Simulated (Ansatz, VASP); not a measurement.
## Two plane-wave programs on CuI (Marshite)

Contents of INCAR:

```
PREC = Accurate
ENCUT = 520
EDIFF = 1E-6
ISMEAR = 0
SIGMA = 0.01
LREAL = False
LASPH = True
NELM = 60
ALGO = Normal
ISIF = 2
LWAVE = False
LCHARG = False
GGA = PS
NBANDS = 16
```

Contents of KPOINTS:

```
Automatic mesh
0
Gamma
  4 4 4
```

POSCAR

```
CuI
1.0
    0.0000000000      3.0315000000      3.0315000000
    3.0315000000      0.0000000000      3.0315000000
    3.0315000000      3.0315000000      0.0000000000
Cu I
1 1
Direct
    0.2500000000      0.2500000000      0.2500000000
    0.0000000000      0.0000000000      0.0000000000
```

Input for Ansatz:

```yaml
crystal:
  lattice:
    - [0.0, 3.0315, 3.0315]
    - [3.0315, 0.0, 3.0315]
    - [3.0315, 3.0315, 0.0]
  atoms:
    - { symbol: Cu, position: [0.25, 0.25, 0.25] }
    - { symbol: I, position: [0.0, 0.0, 0.0] }
kpoints:
  mp_grid:
    grid: [4, 4, 4]
hamiltonian:
  xc: pbesol
scf:
  occupations:
    method: fixed
output:
  eigenvalues: true
```

Alike in both runs: task single point; functional PBEsol; k mesh 4 × 4 × 4; no spin polarisation.

|  | VASP | Ansatz |
| --- | --- | --- |
| version | VASP 6.6.1 | Ansatz 0.2.0 |
| potentials or method | VASP PAW PBE potentials, release 64 (Cu, I) | plane waves, PAW |
| plane-wave cutoff (eV) | 520 | 420 |
| occupations | gaussian, width 0.01 eV | fixed |
| valence electrons in the cell | 18 | 36 |

Ansatz gave:

```
gap on the k mesh at the Fermi level (eV) : 1.00
```

Question: What did VASP give for the same quantities?

Answer: gap on the k mesh at the Fermi level (eV): 1.02.

The two sets of potentials don't hold the same shells in valence.

Caveats: the k mesh is coarse (spacing up to 0.45 Å⁻¹), so the values aren't converged; spin-orbit coupling is left out, which moves the levels of the heavy elements. PBEsol gaps usually lie below the measured ones, often by a third to a half.
